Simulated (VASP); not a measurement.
# SrO (P6_3/mmc) in VASP: notebook

One crystal, SrO, is run at these levels: PBEsol; tasks: single point.

All numbers are computed with VASP 6.6.1; they aren't measurements. Logs are shortened: lines on timing, memory, paths and dates and some standing lists are left out, and cuts for length are marked.

## 1. The cell of the first run

The structure is hexagonal, space group P6_3/mmc (No. 194). Conventional cell: a = 3.660 Å, b = 3.660 Å, c = 6.404 Å, α = 90.00°, β = 90.00°, γ = 120.00°. Around Sr (site symmetry -6m2) lie 6 O at 2.65 Å. O (site symmetry -3m) has 6 Sr at 2.65 Å as nearest neighbours.

Measurements of this composition are mostly on another form, of space group No. 225.

## 2. Single point, PBEsol (strain +0.030 along x and y, +0.030 along z, atoms carried along)

File INCAR:

```
  ALGO = Normal
  EDIFF = 1E-6
  ENCUT = 520
  GGA = PS
  ISIF = 2
  ISMEAR = 0
  LASPH = True
  LCHARG = False
  LREAL = False
  LWAVE = False
  NBANDS = 24
  NELM = 80
  PREC = Accurate
  SIGMA = 0.05
```

File KPOINTS:

```
k-points
0
Gamma
  9 9 4
```

File POSCAR:

```
SrO
1.0
    3.6598867329      0.0000000000      0.0000000000
   -1.8299433665      3.1695548857      0.0000000000
    0.0000000000      0.0000000000      6.4038230994
Sr O
2 2
Direct
    0.3333333333      0.6666666667      0.2500000000
    0.6666666667      0.3333333333      0.7500000000
    0.0000000000      0.0000000000      0.0000000000
    0.0000000000      0.0000000000      0.5000000000
```

Potentials or basis: VASP PAW PBE potentials, release 64 (Sr_sv, O).

Started as:

```
cat potpaw_PBE.64/Sr_sv/POTCAR potpaw_PBE.64/O/POTCAR > POTCAR
mpirun -np 1 vasp_std > vasp.out
```

OUTCAR:

```text
EDIFF = 1E-6
   ENCUT = 520
   GGA = PS
   ISIF = 2
   ISMEAR = 0
   LASPH = True
   LREAL = False
   NELM = 80
   PREC = Accurate

 ion  position               nearest neighbor table
   1  0.333  0.667  0.250-   3 2.65   4 2.65   3 2.65   4 2.65   3 2.65   4 2.65   2 3.84   2 3.84
                             2 3.84   2 3.84   2 3.84   2 3.84
   2  0.667  0.333  0.750-   3 2.65   4 2.65   3 2.65   4 2.65   3 2.65   4 2.65   1 3.84   1 3.84
                             1 3.84   1 3.84   1 3.84   1 3.84
   3  0.000  0.000  0.000-   1 2.65   2 2.65   2 2.65   1 2.65   2 2.65   1 2.65
   4  0.000  0.000  0.500-   1 2.65   2 2.65   2 2.65   1 2.65   2 2.65   1 2.65

  LATTYP: Found a hexagonal cell.
 ALAT       =     3.6598867329
 C/A-ratio  =     1.7497325919

  Lattice vectors:

 A1 = (   3.6598867329,   0.0000000000,   0.0000000000)
 A2 = (  -1.8299433665,   3.1695548857,   0.0000000000)
 A3 = (   0.0000000000,   0.0000000000,   6.4038230994)

Analysis of symmetry for initial positions (statically):
=====================================================================
 Subroutine PRICEL returns:
 Original cell was already a primitive cell.

 Routine SETGRP: Setting up the symmetry group for a
 hexagonal supercell.

 Subroutine GETGRP returns: Found 24 space group operations
 (whereof 12 operations were pure point group operations)
 out of a pool of 24 trial point group operations.

The static configuration has the point symmetry D_3d.
 The point group associated with its full space group is D_6h.

Analysis of symmetry for dynamics (positions and initial velocities):
=====================================================================
 Subroutine PRICEL returns:
 Original cell was already a primitive cell.

 Routine SETGRP: Setting up the symmetry group for a
 hexagonal supercell.

 Subroutine GETGRP returns: Found 24 space group operations
 (whereof 12 operations were pure point group operations)
 out of a pool of 24 trial point group operations.

The dynamic configuration has the point symmetry D_3d.
 The point group associated with its full space group is D_6h.

 Subroutine INISYM returns: Found 24 space group operations
 (whereof 12 operations are pure point group operations),
 and found     1 'primitive' translations

----------------------------------------------------------------------------------------

                                     Primitive cell

  volume of cell :      74.2857

  direct lattice vectors                    reciprocal lattice vectors
     3.659886733  0.000000000  0.000000000     0.273232500  0.157750857  0.000000000
    -1.829943367  3.169554886  0.000000000     0.000000000  0.315501714  0.000000000
     0.000000000  0.000000000  6.403823099     0.000000000  0.000000000  0.156156718

  length of vectors
     3.659886733  3.659886733  6.403823099     0.315501714  0.315501714  0.156156718

  position of ions in fractional coordinates (direct lattice)
     0.333333333  0.666666667  0.250000000
     0.666666667  0.333333333  0.750000000
     0.000000000  0.000000000  0.000000000
     0.000000000  0.000000000  0.500000000

  ion indices of the primitive-cell ions
   primitive index   ion index
                 1           1
                 2           2
                 3           3
                 4           4

----------------------------------------------------------------------------------------

 KPOINTS: k-points

Automatic generation of k-mesh.
 Grid dimensions read from file:
 generate k-points for:    9    9    4

 Generating k-lattice:

  Cartesian coordinates                     Fractional coordinates (reciprocal lattice)
     0.030359167  0.017527873  0.000000000     0.111111111  0.000000000  0.000000000
     0.000000000  0.035055746  0.000000000     0.000000000  0.111111111  0.000000000
     0.000000000  0.000000000  0.039039180     0.000000000  0.000000000  0.250000000

  Length of vectors
     0.035055746  0.035055746  0.039039180

  Shift w.r.t. Gamma in fractional coordinates (k-lattice)
     0.000000000  0.000000000  0.000000000

 Subroutine IBZKPT returns following result:
 ===========================================

 Found     36 irreducible k-points:

 Following reciprocal coordinates:
            Coordinates               Weight
  0.000000  0.000000  0.000000      1.000000
  0.111111  0.000000  0.000000      6.000000
  0.222222  0.000000  0.000000      6.000000
  0.333333  0.000000  0.000000      6.000000
  0.444444  0.000000  0.000000      6.000000
  0.111111  0.111111  0.000000      6.000000
[... 16 lines left out ...]
  0.333333  0.222222  0.250000     24.000000
  0.333333  0.333333  0.250000      4.000000
 [... further k-points ...]
   k-points           NKPTS =     36   k-points in BZ     NKDIM =     36   number of bands    NBANDS=     24
   number of dos      NEDOS =    301   number of ions     NIONS =      4
   total plane-waves  NPLWV =  37632
   dimension x,y,z NGX =    28 NGY =   28 NGZ =   48
   dimension x,y,z NGXF=    56 NGYF=   56 NGZF=   96
   ions per type =               2   2
   NGX,Y,Z   is equivalent  to a cutoff of  12.72, 12.72, 12.46 a.u.
   NGXF,Y,Z  is equivalent  to a cutoff of  25.44, 25.44, 24.92 a.u.
 SYSTEM =  unknown system
   PREC   = accura    normal or accurate (medium, high low for compatibility)
   ISTART =      0    job   : 0-new  1-cont  2-samecut
   ICHARG =      2    charge: 1-file 2-atom 10-const
   ISPIN  =      1    spin polarized calculation?
   LNONCOLLINEAR =      F non collinear calculations
   LSORBIT =      F    spin-orbit coupling
   LASPH  =      T    aspherical Exc in radial PAW
   ENCUT  =  520.0 eV  38.22 Ry    6.18 a.u.   6.80  6.80 11.91*2*pi/ulx,y,z
   NELM   =     80;   NELMIN=  2; NELMDL= -5     # of ELM steps
   EDIFF  = 0.1E-05   stopping-criterion for ELM
   LREAL  =      F    real-space projection
   EDIFFG = 0.1E-04   stopping-criterion for IOM
   NSW    =      0    number of steps for IOM
   IBRION =     -1    ionic relax: 0-MD 1-quasi-New 2-CG
   NFREE  =      0    steps in history (QN), initial steepest desc. (CG)
   ISIF   =      2    stress and relaxation
   ISYM   =      2    0-nonsym 1-usesym 2-fastsym
   POTIM  = 0.5000    time-step for ionic-motion
   TEBEG  =    0.0;   TEEND  =   0.0 temperature during run
   PSTRESS=    0.0 pullay stress
   NELECT =      32.0000    total number of electrons
   NUPDOWN=      -1.0000    fix difference up-down
   EMIN   =  10.00;   EMAX   =-10.00  energy-range for DOS
   EFERMI =   0.00;   METHOD = LEGACY
   ISMEAR =     0;   SIGMA  =   0.05  broadening in eV -4-tet -1-fermi 0-gaus
   EFERMI_NEDOS =   21; number of points for ismear=-14 and -15
   IALGO  =     38    algorithm
   IMIX   =      4    mixing-type and parameters
     AMIX     =   0.40;   BMIX     =  1.00
     AMIX_MAG =   1.60;   BMIX_MAG =  1.00
  volume/ion in A,a.u.               =      18.57       125.33
  Fermi-wavevector in a.u.,A,eV,Ry     =   1.236393  2.336443 20.798774  1.528667
  Thomas-Fermi vector in A             =   2.371003
   LORBIT       =      0    0 simple, 1 ext, 2 COOP (PROOUT), +10 PAW based schemes
   GGA     = PS    functional components
   LHFCALC =     F    Hartree Fock is set to
   AEXX    =    0.0000 exact exchange contribution
   IVDW    =     0    specifies the selected vdW correction
   LEPSILON=     F    determine dielectric tensor
   LRPA    =     F    only Hartree local field effects (RPA)
 non-spin polarized calculation
 Gauss-broadening in eV      SIGMA  =   0.05
  energy-cutoff  :      520.00
  volume of cell :       74.29
 maximum number of plane-waves:      2020
 NGX is ok and might be reduce to    28
   NGX = 13   NGY = 13   NGZ = 23

 number of electron      31.9999980 magnetization

 Free energy of the ion-electron system (eV)
  ---------------------------------------------------
  ext. energy  EPLUGINS =         0.00000000
  ---------------------------------------------------
  free energy    TOTEN  =       -24.75240567 eV

  energy without entropy =      -24.75240567  energy(sigma->0) =      -24.75240567

 E-fermi :   1.8092     XC(G=0):  -9.8485

 val. band max:        1.5874343130   @ k =   0.0000   0.0000   0.0000
 cond. band min:       4.0413589540   @ k =   0.0000   0.0000   0.0000
 fundamental gap:      2.4539246410
 Fermi energy:         1.8092421060

 k-point     1 :       0.0000    0.0000    0.0000
  band No.  band energies     occupation
      1     -31.5111      2.00000
      2     -31.4381      2.00000
      3     -15.1517      2.00000
      4     -13.6991      2.00000
      5     -13.2788      2.00000
      6     -13.2788      2.00000
[... 16 lines left out ...]
     23       8.6256      0.00000
     24       9.2594      0.00000

 k-point     2 :       0.1111    0.0000    0.0000
  band No.  band energies     occupation
      1     -31.5000      2.00000
      2     -31.4311      2.00000
      3     -15.0685      2.00000
      4     -14.0325      2.00000
      5     -13.3640      2.00000
      6     -13.3111      2.00000
[... 16 lines left out ...]
     23       8.8083      0.00000
     24       8.9453      0.00000

 k-point     3 :       0.2222    0.0000    0.0000
  band No.  band energies     occupation
      1     -31.4710      2.00000
      2     -31.4138      2.00000
      3     -14.8281      2.00000
      4     -14.4924      2.00000
      5     -13.5687      2.00000
      6     -13.3806      2.00000
[... 16 lines left out ...]
     23       9.0688      0.00000
     24       9.3424      0.00000
[... 514 lines left out ...]
 k-point    23 :       0.3333    0.2222    0.2500
  band No.  band energies     occupation
      1     -31.3962      2.00000
      2     -31.3855      2.00000
      3     -14.9628      2.00000
      4     -14.2879      2.00000
      5     -13.7223      2.00000
      6     -13.6561      2.00000
[... 16 lines left out ...]
     23      10.3066      0.00000
     24      10.6699      0.00000

 k-point    24 :       0.3333    0.3333    0.2500
  band No.  band energies     occupation
      1     -31.3862      2.00000
      2     -31.3862      2.00000
      3     -14.9652      2.00000
      4     -14.1788      2.00000
      5     -13.8038      2.00000
      6     -13.8038      2.00000
[... 16 lines left out ...]
     23      10.7394      0.00000
     24      10.7922      0.00000

 [... further k-points ...]

------------------------ aborting loop because EDIFF is reached ----------------------------------------

  FORCE on cell =-STRESS in cart. coord.  units (eV):
  Direction    XX          YY          ZZ          XY          YZ          ZX
  --------------------------------------------------------------------------------------
  -------------------------------------------------------------------------------------
  Total       -3.3713512     -3.3713512     -4.1009376      0.0000000      0.0000000      0.0000000
  in kB      -72.7125429    -72.7125429    -88.4480964      0.0000000      0.0000000      0.0000000
  external PRESSURE =     -77.9577274 kB  Pullay stress =       0.0000000 kB

 VOLUME and BASIS-vectors are now :
 -----------------------------------------------------------------------------
  energy-cutoff  :      520.00
  volume of cell :       74.29
      direct lattice vectors                 reciprocal lattice vectors
     3.659886733  0.000000000  0.000000000     0.273232500  0.157750857  0.000000000
    -1.829943367  3.169554886  0.000000000     0.000000000  0.315501714  0.000000000
     0.000000000  0.000000000  6.403823099     0.000000000  0.000000000  0.156156718

 POSITION                                       TOTAL-FORCE (eV/Angst)
 -----------------------------------------------------------------------------------
     -0.00000      2.11304      1.60096         0.000000     -0.000000      0.000000
      1.82994      1.05652      4.80287        -0.000000      0.000000      0.000000
      0.00000      0.00000      0.00000        -0.000000      0.000000      0.000000
      0.00000      0.00000      3.20191         0.000000      0.000000      0.000000
 -----------------------------------------------------------------------------------
    total drift:                                0.000000     -0.000000      0.000000

  FREE ENERGIE OF THE ION-ELECTRON SYSTEM (eV)
  ---------------------------------------------------
  free  energy   TOTEN  =       -24.7524056747 eV

  energy  without entropy=      -24.7524056747  energy(sigma->0) =      -24.75240567
```

Wall time 27 s (1 thread of Intel Xeon Platinum 8559C (Emerald Rapids), shared host); peak memory 0.21 GiB.

Results:

| Item | Value |
| --- | --- |
| Free energy | -24.7524 eV |
| Pressure | -7.8 GPa |
| Band gap on the k mesh | 2.45 eV, direct |

Caveat: the PAW data sets were made with another functional, which shifts forces and pressure a little.

## 3. Single point, PBEsol (strain +0.000 along x and y, +0.030 along z, atoms carried along)

File INCAR:

```
  PREC = Accurate
  ENCUT = 520
  EDIFF = 1E-7
  ISMEAR = 0
  SIGMA = 0.05
  LREAL = False
  LASPH = True
  NELM = 100
  ALGO = Fast
  ISIF = 2
  LWAVE = False
  LCHARG = False
  GGA = PS
  NBANDS = 24
```

File KPOINTS:

```
Automatic mesh
0
Gamma
  9 9 4
```

POSCAR, as its differences from that of step 2:

```diff
@@ -2,4 +2,4 @@
 1.0
-    3.6598867329      0.0000000000      0.0000000000
-   -1.8299433665      3.1695548857      0.0000000000
+    3.5532880902      0.0000000000      0.0000000000
+   -1.7766440451      3.0772377531      0.0000000000
     0.0000000000      0.0000000000      6.4038230994
```

Potentials or basis: VASP PAW PBE potentials, release 64 (Sr_sv, O).

Started as:

```
cat potpaw_PBE.64/Sr_sv/POTCAR potpaw_PBE.64/O/POTCAR > POTCAR
mpirun -np 1 vasp_std > vasp.out
```

Wall time 52 s (1 thread of Intel Xeon Platinum 8559C (Emerald Rapids), shared host); peak memory 0.21 GiB.

The run converged. Its results:

* Free energy: -24.8791 eV
* Pressure: -4.4 GPa
* Band gap on the k mesh: 2.87 eV, direct

Stress tensor (GPa, compression positive):
```
-2.23  0.00  0.00
 0.00 -2.23  0.00
 0.00  0.00 -8.62
```

Levels at points of the mesh, in eV from the valence-band top:
```
           k point  band 14  band 15  band 16  band 17  band 18  band 19
(0.00, 0.00, 0.00)    -0.57    -0.57     0.00     2.87     4.95     4.98
(0.00, 0.00, 0.50)    -0.71    -0.71    -0.71     4.45     4.45     5.85
```

Caveat: the PAW data sets were made with another functional, which shifts forces and pressure a little; an odd mesh through Γ misses points on the zone boundary, where band edges often lie.

(Part 1 of 2 ends here.)
